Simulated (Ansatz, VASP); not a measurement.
Two plane-wave programs on Co

```
Co
1.0
     0.00000    2.35990    2.35990
     2.35990    0.00000    2.35990
     2.35990    2.35990    0.00000
Co
2
Direct
  0.12500 0.12500 0.12500
  0.87500 0.87500 0.87500
```

Alike in both runs: task single point; functional PBE; k mesh 12 × 12 × 12; occupations fermi-dirac, width 0.1 eV; no spin polarisation.

|  | VASP | Ansatz |
| --- | --- | --- |
| version | VASP 6.6.1 | Ansatz 0.2.0 |
| potentials or method | VASP PAW PBE potentials, release 64 (Co) | plane waves (420 eV) with PAW, scalar-relativistic |
| plane-wave cutoff (eV) | 520 | 420 |
| valence electrons in the cell | 18 | 34 |

|  | VASP | Ansatz | Ansatz less VASP |
| --- | --- | --- | --- |
| pressure (GPa) | 19.9 | 22.4 | +2.48 |

The functional is the same, so the differences come from potentials, cutoffs and numerics. The two sets of potentials don't hold the same shells in valence.

Caveats: so large a pressure means that the cell lies far from this level's equilibrium, or that cutoff or potentials fall short (VASP); the run has no spin polarisation, though such a crystal can be magnetic. Spin polarisation is off, so any magnetic state and its effect on volume and gap are missing.
